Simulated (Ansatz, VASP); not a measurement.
HfO2: VASP beside Ansatz

```
CELL_PARAMETERS angstrom
3.55802 0.00000 0.00000
0.00000 3.55802 0.00000
0.00000 0.00000 5.17186
ATOMIC_POSITIONS crystal
Hf 0.00208 0.01029 0.01088
Hf 0.51311 0.50310 0.49438
O 0.98779 0.50715 0.19614
O 0.50208 0.99534 0.29651
O 0.49375 0.00212 0.81003
O 0.99675 0.49559 0.69163
```

Change from the starting cell: atoms moved at random, drawn with an rms of 0.05 Å.

Alike in both runs: task single point; functional PBE; k mesh 8 × 8 × 5; occupations fermi-dirac, width 0.05 eV; no spin polarisation.

|  | VASP | Ansatz |
| --- | --- | --- |
| version | VASP 6.6.1 | Ansatz 0.2.0 |
| potentials or method | VASP PAW PBE potentials, release 64 (Hf_pv, O) | Ansatz PAW |
| plane-wave cutoff (eV) | 520 | 420 |
| valence electrons in the cell | 44 | 76 |

Ansatz gave:

* gap on the k mesh at the Fermi level (eV): 4.57
* least direct gap on the mesh (eV): 4.65
* pressure (GPa): 11.4
* largest component of the traceless stress (GPa): 2.35
* rms of the force components (eV/Å): 0.573

Task: Estimate VASP's values.

Result: gap on the k mesh at the Fermi level (eV): 4.54; least direct gap on the mesh (eV): 4.62; pressure (GPa): 8.0; largest component of the traceless stress (GPa): 2.40; rms of the force components (eV/Å): 0.562.

Atom by atom the forces differ by 0.022 eV/Å (rms over components). The two sets of potentials don't hold the same shells in valence.

Caveats: spin-orbit coupling is left out, which moves the levels of the heavy elements; an odd mesh through Γ misses points on the zone boundary, where band edges often lie (VASP); odd divisions of the mesh miss points on the zone boundary, where band edges often lie, so the gap on the mesh can be too wide (Ansatz); the pressure holds a Pulay correction of +0.8 GPa for the finite cutoff (Ansatz).
